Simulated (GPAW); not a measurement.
Runs of GPAW 26.7.0 on HfC. Symmetry: Fm-3m, No. 225, cubic system. The conventional cell has a = 4.650 Å, b = 4.650 Å, c = 4.650 Å, α = 90.00°, β = 90.00°, γ = 90.00°. Around Hf (site symmetry m-3m) lie 6 C at 2.33 Å. C (site symmetry m-3m) is surrounded by 6 Hf at 2.33 Å. 

```csv
task,level,potentials or basis,U,k mesh,cutoff (eV),maxiter,convergence,gap on the mesh (eV),V0 of scaled cells (Å³/atom),B0 (GPa)
equation of state,RPBE+D4,"the program's PAW data sets (release 1.2.1) made for this functional, pw",-,8 × 8 × 8,800,150,-,-,12.49,(a)
single point,TB-mBJ,"GPAW PAW data sets for LDA (gpaw-data 1.2.1), pw",-,8 × 8 × 8,800,150,-,none,-,-
single point,LDA+U,"the program's PAW data sets (release 1.2.1) made for this functional, pw",Hf d U = 5.3 eV,8 × 8 × 8,650,120,default,none,-,-
equation of state,PBE,"PAW data sets generated in the run's folder for this functional, pw",-,8 × 8 × 8,800,150,-,-,12.64,239
```

Alike in all rows: no spin polarisation; cell as given; smearing fermi-dirac 0.05 eV.

Task: Estimate the missing entries.

Result: (a) 240.

Caveats: a model potential gives levels but no total energy (some runs); the PAW data sets were made with another functional, which shifts forces and pressure a little (some runs); the cutoff is short for stress and forces, so pressures can be off by a GPa or more (some runs); U without spin polarisation on a metal has little footing (some runs); the U is typed as a test and isn't derived for this compound (some runs).

A k mesh can miss the band edges, and the runs leave out spin-orbit coupling on Hf.

A gap of «none» marks a metal or a gap under the smearing width.
